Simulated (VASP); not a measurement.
## TaN: single point with PBEsol

TaN:

```
Ta N
1.0
     2.92399    0.00000    0.00000
    -1.46200    2.53225    0.00000
     0.00000    0.00000    2.87073
Ta N
1 1
Direct
  0.33333 0.66667 0.50000
  0.00000 0.00000 0.00000
```

The cell isn't the ideal one: relaxed again under DFT PBEsol, scalar-relativistic, plane waves, PAW.

```yaml
Program: VASP 6.6.1
Task: single point
Functional: PBEsol
Potentials_or_basis: VASP PAW PBE potentials, release 64 (Ta_pv, N)
Cutoff: 520 eV
k_mesh: 18 × 18 × 14
Occupations: gaussian, width 0.1 eV
Spin: no spin polarisation
Dipole_correction: no
Further_INCAR_settings: ALGO = Normal; EDIFF = 1e-06; NBANDS = 15
```

```yaml
Pressure: 0.8 GPa
Band_gap_on_the_k_mesh: none (metal or under the smearing width)
```

Stress tensor (GPa, compression positive):
```
0.78 0.00 0.00
0.00 0.78 0.00
0.00 0.00 0.98
```

Levels at points of the mesh, in eV from the Fermi level:
```csv
k point,band 5,band 6,band 7,band 8,band 9,band 10,band 11,band 12
"(0.00, 0.00, 0.00)",-4.59,-4.59,-4.26,-2.90,2.35,3.69,3.69,4.09
"(0.50, 0.00, 0.00)",-8.36,-5.24,-3.53,-3.16,3.07,4.16,5.32,5.44
"(0.00, 0.00, 0.50)",-9.44,-3.76,-3.76,-0.08,-0.08,2.50,3.37,3.37
"(0.50, 0.00, 0.50)",-7.39,-6.23,-5.74,-0.29,4.28,5.50,6.22,7.25
```

It took 32 s on 1 thread of Intel(R) Xeon(R) Platinum 8488C (Sapphire Rapids), with other jobs on the host, peak memory 0.22 GiB.

Caveat: the PAW data sets were made with another functional, which shifts forces and pressure a little. The run has no spin-orbit coupling, so splittings on Ta are missing.
